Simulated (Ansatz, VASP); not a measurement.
# KI in VASP and in Ansatz

```
CELL_PARAMETERS angstrom
0.00000 3.24259 3.66553
3.24259 0.00000 3.66553
3.24259 3.24259 0.00000
ATOMIC_POSITIONS crystal
K 0.00000 0.00000 0.00000
I 0.50000 0.50000 0.50000
```

Change from the starting cell: strain -0.080 along x and y, +0.040 along z, atoms carried along.

Alike in both runs: task single point; functional PBE; k mesh 6 × 6 × 6; occupations gaussian, width 0.05 eV; no spin polarisation.

```csv
,VASP,Ansatz
version,VASP 6.6.1,Ansatz 0.2.0
potentials or method,"VASP PAW PBE potentials, release 64 (K_sv, I)","scalar-relativistic, plane waves, PAW"
plane-wave cutoff (eV),520,420
valence electrons in the cell,16,26
```

|  | VASP | Ansatz | Ansatz less VASP |
| --- | --- | --- | --- |
| gap on the k mesh at the Fermi level (eV) | 4.18 | 4.19 | +0.006 |
| least direct gap on the mesh (eV) | 4.18 | 4.19 | +0.006 |
| pressure (GPa) | 3.9 | 3.8 | -0.06 |
| largest component of the traceless stress (GPa) | 3.57 | 3.53 | -0.040 |

The two sets of potentials don't hold the same shells in valence.

Caveats: spin-orbit coupling is left out, which moves the levels of the heavy elements. A k mesh can miss the band edges.
